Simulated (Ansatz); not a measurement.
# Ir (P6_3/mmc) in Ansatz: further runs, part 2 of 2

Ansatz 0.2.0. Earlier steps stand in the parts before.

### Step 4. Single point, PBE

File input.yaml:

```yaml
crystal:
  lattice:
    - [2.7513778946, 0.0, 0.0]
    - [-1.3756889473, 2.3827631521, 0.0]
    - [0.0, 0.0, 4.46229]
  atoms:
    - { symbol: Ir, position: [0.3333333333, 0.6666666667, 0.25] }
    - { symbol: Ir, position: [0.6666666667, 0.3333333333, 0.75] }
hamiltonian:
  xc: pbe
  pseudopotentials: { kind: paw }
kpoints:
  mp_grid: { grid: [11, 11, 6] }
scf:
  occupations: { method: gaussian, width: 0.028 }
output:
  forces: true
  stress: true
  eigenvalues: true
```

Potentials or basis: Ansatz PAW.

Started as:

```bash
$ ansatz run input.yaml --threads 2 --pin off --max-ram 5632MiB --backend cpu --events-out ev --progress --plain --runs-dir out
```

Output:

```text
Warning: RAYON_NUM_THREADS=2 ignored (pool sized by the plan → 2); use --threads N
Engine: ansatz 0.2.0, aarch64-unknown-linux-gnu
Pseudopotentials: kind: paw
Pseudopotential: Ir, paw, valence charge 17, recommended cutoff 420 eV (normal), Ir.paw.azcp
Functional definition: PBE
  parameter kappa = 0.804
  parameter beta = 0.06672455060314922
  exchange = pbe_x(kappa = kappa, mu = beta*pi^2/3)
  correlation = pbe_c(beta = beta)
Crystal: 2 atoms, lattice volume = 29.254 Å³
Basis set: ecut = 420 eV, 573 PW (Γ), exchange–correlation on 40×40×60 points (8 copies of the dense FFT grid, shifted against one another)
[... 35 lines left out ...]
  E_paw        = -18446.619953  (= ΣΔE_a)
  E_vpaw       = -463.471950  (= ΣTr[D̂ρ^β])
  E_aug_tail   = 0.000111  (compensation charges beyond the density's cutoff)
  E_ewald      = -4914.524980
  E_smearing   = -0.002042  (= −TS)
  E_closure    = 0.000000  (closes the sum)
  Σ components = -23870.439537   (vs F -23870.439537, Δ=0.00e0)
--- Forces (eV/Å), atoms counted from 1 ---
  atom   1  Ir     0.00000000     0.00000000     0.00000000
  atom   2  Ir     0.00000000    -0.00000000     0.00000000
  max |Σ_I F_I| component: 0.00e0 eV/Å
--- Stress (GPa, compression-positive) ---
       -1.575554       0.000000       0.000000
       -0.000000      -1.575554       0.000000
        0.000000       0.000000      -1.098800
  P = ⅓ Tr σ = -1.4166 GPa (-14.166 kbar)
--- Band table (eV; the first three rows and the last of 64) ---
  k-point 0: bands = ["-68.0010", "-67.9428", "-25.2393", "-24.6164", "-24.6164", "-24.5263", "-24.5129", "-24.5129", "13.9881", "17.0242", "21.1089", "21.2104", "21.2104", "21.8358", "21.8358", "22.5973", "22.5973", "24.1206", "25.1341", "25.1341", "31.6571"]
  k-point 1: bands = ["-67.9971", "-67.9467", "-25.1933", "-24.6095", "-24.6095", "-24.5758", "-24.5198", "-24.5198", "14.2898", "17.0307", "20.9734", "21.0937", "21.0937", "21.6867", "21.6867", "22.9456", "22.9456", "23.0882", "25.1169", "25.1169", "33.1490"]
  k-point 2: bands = ["-67.9864", "-67.9573", "-25.0662", "-24.7098", "-24.5906", "-24.5906", "-24.5389", "-24.5389", "15.1204", "16.8807", "20.6875", "20.9949", "20.9949", "21.3674", "21.3674", "21.4517", "23.6752", "23.6752", "24.9287", "24.9287", "36.2124"]
  k-point 63: bands = ["-67.9315", "-67.9315", "-25.0954", "-25.0954", "-24.9089", "-24.9089", "-24.6559", "-24.6559", "18.6487", "18.6487", "19.7601", "19.7601", "20.8815", "20.8815", "22.6661", "22.6661", "25.2310", "25.2310", "31.1096", "31.1096", "32.5203"]
```

Run time: 0.88 s. Hardware: 2 threads of Arm Neoverse V2, shared host; peak memory 0.3 GiB.

Results:

```
Free energy            : -23870.4395 eV
Pressure               : -1.4 GPa
Band gap on the k mesh : none (metal or under the smearing width)
```

Stress tensor (GPa, compression positive):
```
-1.58  0.00  0.00
 0.00 -1.58  0.00
 0.00  0.00 -1.10
```

### Step 5. Relaxation of cell and atoms, RPBE

Changes to input.yaml since step 4:

```diff
@@ -9,3 +9,3 @@
 hamiltonian:
-  xc: pbe
+  xc: rpbe
   pseudopotentials: { kind: paw }
@@ -14,3 +14,3 @@
 scf:
-  occupations: { method: gaussian, width: 0.028 }
+  occupations: { method: fermi_dirac, width: 0.05 }
 output:
@@ -19 +19,9 @@
   eigenvalues: true
+  write_density: true
+  write_potential: true
+  elf: true
+  volumetric_format: npy
+relax:
+  f_tol: 0.01
+  max_steps: 40
+  cell: { stress_tol: 0.05 }
```

Potentials or basis: Ansatz PAW.

Started as:

```bash
$ ansatz run input.yaml --threads 2 --pin off --max-ram 5632MiB --backend cpu --events-out ev --progress --plain --runs-dir out
```

Output:

```text
Warning: RAYON_NUM_THREADS=2 ignored (pool sized by the plan → 2); use --threads N
[... 3 set-up lines as earlier in the session ...]
Functional definition: RPBE
[... 2 set-up lines as earlier in the session ...]
  exchange = rpbe_x(kappa = kappa, mu = beta*pi^2/3)
[... 1 set-up line as earlier in the session ...]
Crystal: 2 atoms, lattice volume = 29.254 Å³
Basis set: ecut = 420 eV, 573 PW (Γ), exchange–correlation on 40×40×60 points (8 copies of the dense FFT grid, shifted against one another)
Bands: 21, of which v1, the nominal top of the filled ones, is band 17 counted from 1 (16 counted from 0)
[... 2 set-up lines as earlier in the session ...]
k-points: 64 of 726
[... 6 set-up lines as earlier in the session ...]
Functional: x = rpbe, c = pbe(β = 0.06672455060314922)
SCF iter   1: F=—  HF=-23897.334880 eV  |F-HF|=—  |Δ(HF+E_count)|=         —  Δρ=8.66e-3  dr2=5.64e-3  ethr=1.77e-3  ⟨swp⟩=4.7  Hψ=5256  notcnv=0
preconditioner: auto → none  [metal: Δε(μ)=0.014 eV  Ē_g=7.746 eV  σ=0.050 eV  W_gap=0.07  n_scr=8 (ndim 8)  ℏωp=29.1 eV  f_vac=0.000  D(μ)=3.23/eV (n_scr^D=36)  sad-step TF]
SCF iter   2: F=—  HF=-23897.339869 eV  |F-HF|=—  |Δ(HF+E_count)|=   4.99e-3  Δρ=5.10e-3  dr2=2.13e-3  ethr=1.66e-5  ⟨swp⟩=2.0  Hψ=2233  notcnv=0
[... 65 lines left out ...]
SCF 5 converged in 9 iterations: F = -23897.344313 eV  dr2 = 3.46e-18
relax step   5: F+E_penalty+E_count = -23897.34431285 eV  Δ(F+E_penalty+E_count) = -1.383e-4 eV  max|allowed force component| = 7.401e-17 eV/Å  Δτ_max = 0.0000 Å  P = -0.014 GPa  Ω = 29.500 Å³  stress off target by 3.80e-2 GPa  SCF on the basis re-selected at this cell (its energy is not comparable with the rows above)  (9 SCF iters)
basis re-selected at this cell: Δ(F+E_penalty+E_count) = -1.383e-4 eV, ΔP = -0.009 GPa vs the last step (what re-selecting the basis moved, of the pressure what is left beyond the Pulay correction that the steps carried, after the strain that the cell walked since its last selection, with what the two solves' SCF thresholds leave and, on support functions, any second-order correction that the steps lacked; it is no measure of the basis error at this ecutwfc). This SCF's stress stands 3.80e-2 GPa from its target on what of the cell is left free (relax.cell.stress_tol is 5.00e-2 GPa) and its largest allowed force component is 7.40e-17 eV/Å (relax.f_tol is 1.00e-2 eV/Å): within both
SCF converged after 9 iterations
Free energy (F): -23897.344313 eV
Harris-Foulkes:  -23897.344313 eV  (|F-HF|=0.00e0)
Internal energy: -23897.318254 eV  (E = F + TS)
E sigma→0 (E₀):  -23897.331283 eV
Entropy (-TS):   -0.026059 eV (-13.029 meV/atom)
Fermi energy:    24.677809 eV
--- Per-component energies (eV) ---
  E_band       = -200.298803
  E_kinetic    = 1243.947559
  E_local      = -2223.004585  (includes V_loc(G=0)·N_el)
  E_nonlocal   = 143.341501
  E_hartree    = 847.997191
  E_xc         = -535.637124
  E_vxc        = -598.959301  (∫ρ·V_xc dr)
  E_paw        = -18473.068995  (= ΣΔE_a)
  E_vpaw       = -461.618483  (= ΣTr[D̂ρ^β])
  E_aug_tail   = 0.000124  (compensation charges beyond the density's cutoff)
  E_ewald      = -4900.830880
  E_core_change = -0.063044  (= ΣΔE_core)
  E_smearing   = -0.026059  (= −TS)
  E_closure    = -0.000000  (closes the sum)
  Σ components = -23897.344313   (vs F -23897.344313, Δ=0.00e0)
--- Forces (eV/Å), atoms counted from 1 ---
  atom   1  Ir     0.00000000     0.00000000     0.00000000
  atom   2  Ir     0.00000000    -0.00000000     0.00000000
  max |Σ_I F_I| component: 1.85e-17 eV/Å
--- Stress (GPa, compression-positive) ---
       -0.002502       0.000000       0.000000
        0.000000      -0.002502       0.000000
        0.000000       0.000000      -0.037974
  P = ⅓ Tr σ = -0.0143 GPa (-0.143 kbar)
--- Band table (eV; the first three rows and the last of 64) ---
  k-point 0: bands = ["-68.1471", "-68.0909", "-25.3910", "-24.7845", "-24.7845", "-24.6976", "-24.6832", "-24.6832", "13.9097", "16.9391", "20.9900", "21.0782", "21.0782", "21.6968", "21.6968", "22.4335", "22.4335", "23.9739", "24.9443", "24.9443", "31.4365"]
  k-point 1: bands = ["-68.1434", "-68.0947", "-25.3462", "-24.7778", "-24.7778", "-24.7457", "-24.6900", "-24.6900", "14.2094", "16.9450", "20.8553", "20.9607", "20.9607", "21.5484", "21.5484", "22.7801", "22.7801", "22.9447", "24.9276", "24.9276", "32.9255"]
  k-point 2: bands = ["-68.1331", "-68.1050", "-25.2226", "-24.8760", "-24.7593", "-24.7593", "-24.7086", "-24.7086", "15.0349", "16.7932", "20.5699", "20.8613", "20.8613", "21.2311", "21.2311", "21.3188", "23.5034", "23.5034", "24.7422", "24.7422", "35.9816"]
  k-point 63: bands = ["-68.0805", "-68.0805", "-25.2487", "-25.2487", "-25.0661", "-25.0661", "-24.8225", "-24.8225", "18.5445", "18.5445", "19.6439", "19.6439", "20.7489", "20.7489", "22.5164", "22.5164", "25.0384", "25.0384", "30.8742", "30.8742", "32.2873"]
--- Relaxed structure (4 steps of the walk, 3 accepted, 1 SCFs on fresh bases) ---
  F+E_penalty+E_count = -23897.34431285 eV   max|allowed force component| = 7.401e-17 eV/Å   (the final SCF, on the basis selected at the relaxed cell)
  cell:  # Å, volume = 29.4999 Å³
    - [2.7602822517601893, 0.0, 0.0]
    - [-1.3801411258800946, 2.3904745516396377, 0.0]
    - [0.0, 0.0, 4.470770543328646]
  atoms:
    - { symbol: Ir, position: [0.3333333333333333, 0.6666666666666666, 0.25] }
    - { symbol: Ir, position: [0.6666666666666666, 0.3333333333333333, 0.75] }
```

rho_z.tsv:

```text
# z_ang	rho[e/angstrom^3]
# format = ansatz-planar-average/11
# lattice	2.760282252	0.000000000	0.000000000
# lattice	-1.380141126	2.390474552	0.000000000
# lattice	0.000000000	0.000000000	4.470770543
# sites	2
# site	77	0.000000000	1.593649701	1.117692636
# site	77	1.380141126	0.796824851	3.353077907
0.000000	3.590060e-1
0.149026	3.906754e-1
0.298051	5.049555e-1
0.447077	7.531709e-1
0.596103	1.144047e0
0.745128	1.588446e0
[... 22 lines left out ...]
4.172719	5.049555e-1
4.321745	3.906754e-1
```

v_z.tsv:

```text
# z_ang	v_es[eV]	v_tot[eV]
# format = ansatz-planar-average/11
# xc	rpbe
# density_cutoff_ev	1680
# datasets	Ir=:simpson_from_first_knot:soft:shift=301363
# lattice	2.760282252	0.000000000	0.000000000
# lattice	-1.380141126	2.390474552	0.000000000
# lattice	0.000000000	0.000000000	4.470770543
# sites	2
# site	77	0.000000000	1.593649701	1.117692636
# site	77	1.380141126	0.796824851	3.353077907
0.000000	2.292601e1	1.179733e1
0.149026	2.208211e1	1.073623e1
0.298051	1.938574e1	7.362727e0
0.447077	1.515668e1	2.022038e0
0.596103	1.038754e1	-4.107808e0
0.745128	6.034931e0	-9.740235e0
[... 22 lines left out ...]
4.172719	1.938574e1	7.362727e0
4.321745	2.208211e1	1.073623e1
```

Wall time 5.3 s (2 threads of Arm Neoverse V2, shared host); peak memory 0.32 GiB.

What came out:

```
Free energy                            : -23897.3443 eV
Relaxed volume                         : 14.75 Å³/atom
Relaxed cell                           : a = 2.760 Å, b = 2.760 Å, c = 4.471 Å, α = 90.00°, β = 90.00°, γ = 120.00°
Space group after relaxing (to 0.05 Å) : P6_3/mmc (No. 194)
Energy gained by relaxing              : 1.1 meV/atom
Ionic steps                            : 4
Pressure after relaxing                : 0.0 GPa
Band gap on the k mesh                 : none (metal or under the smearing width)
```

The path:
```
step  energy change (eV)  largest force (eV/Å)  volume (Å³)
   1              0.0000                0.0000        29.25
   2             -0.0020                0.0000        29.51
   3             -0.0020                0.0000        29.50
   4             -0.0021                0.0000        29.50
```

Final structure:
```
CELL_PARAMETERS angstrom
2.76028 0.00000 0.00000
-1.38014 2.39047 0.00000
0.00000 0.00000 4.47077
ATOMIC_POSITIONS crystal
Ir 0.33333 0.66667 0.25000
Ir 0.66667 0.33333 0.75000
```

Levels at points of the mesh, in eV from the Fermi level:
```tsv
k point	band 13	band 14	band 15	band 16	band 17	band 18	band 19	band 20	band 21
(0.00, 0.00, 0.00)	-3.60	-2.98	-2.98	-2.24	-2.24	-0.70	0.27	0.27	6.76
(0.00, 0.00, -0.50)	-3.72	-3.72	-3.72	-3.72	-0.44	-0.44	-0.44	-0.44	13.15
```

Caveat: the plane-wave basis is chosen anew once the cell has moved, so the energies of steps on either side of that aren't comparable; the PAW data sets come from PBE, with cores solved anew for the run's functional, which leaves a small shift of forces and pressure. Spin-orbit coupling is left out, which matters for the levels of Ir.

### Step 6. Summary

| task | level | cell | smearing | gap on the mesh (eV) | pressure (GPa) | relaxed volume (Å³/atom) |
| --- | --- | --- | --- | --- | --- | --- |
| relaxation of cell and atoms | BLYP+D4 | relaxed | fermi-dirac 0.05 eV | none | 0.0 | 14.48 |
| single point | PBE | as given | gaussian 0.027 eV | none | -1.4 | - |
| single point | PBE | as given | gaussian 0.028 eV | none | -1.4 | - |
| relaxation of cell and atoms | RPBE | relaxed | fermi-dirac 0.05 eV | none | 0.0 | 14.75 |

Alike in all rows: potentials or basis Ansatz PAW; no spin polarisation; k mesh 11 × 11 × 6; cutoff (eV) 420.

Caveats: the plane-wave basis is chosen anew once the cell has moved, so the energies of steps on either side of that aren't comparable (some runs); the PAW data sets come from PBE, with cores solved anew for the run's functional, which leaves a small shift of forces and pressure (some runs); pairwise dispersion overbinds metals, which lowers pressure and volume (some runs).

Total energies depend on the potentials used, so only differences within one code and one set of settings carry meaning.
